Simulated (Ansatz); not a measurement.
Crystal: Hf.

```xyz
2
Lattice="3.1967 0.0000 0.0000 -1.5983 2.7684 0.0000 0.0000 0.0000 5.0578" Properties=species:S:1:pos:R:3 pbc="T T T"
Hf    1.5984    0.9228    3.7934
Hf    0.0000    1.8456    1.2645
```

Base run:

```yaml
Program: Ansatz 0.2.0
Functional: r2SCAN
Potentials_or_basis: Ansatz PAW
Cutoff: "500 eV (not typed: the program's choice for these potentials)"
k_mesh: 10 × 10 × 5
Occupations: fermi-dirac, width 0.05 eV
Spin: no spin polarisation
```

Its results: band gap on the k mesh none (metal or under the smearing width); pressure -0.3 GPa.

Q: After a change of settings the same cell gave: band gap on the k mesh none (metal or under the smearing width); pressure 2.7 GPa. Which change was it?
A. functional from r2SCAN to PBE; cutoff from 500 eV (not typed: the program's choice for these potentials) to 420 eV (not typed: the program's choice for these potentials)
B. functional from r2SCAN to LDA; cutoff from 500 eV (not typed: the program's choice for these potentials) to 420 eV (not typed: the program's choice for these potentials)
C. functional from r2SCAN to revPBE; cutoff from 500 eV (not typed: the program's choice for these potentials) to 420 eV (not typed: the program's choice for these potentials)
D. functional from r2SCAN to PBEsol; cutoff from 500 eV (not typed: the program's choice for these potentials) to 420 eV (not typed: the program's choice for these potentials)

A: C.

Caveats: spin-orbit coupling is left out, which moves the levels of the heavy elements; the PAW data sets come from PBE, with cores solved anew for the run's functional, which leaves a small shift of forces and pressure.
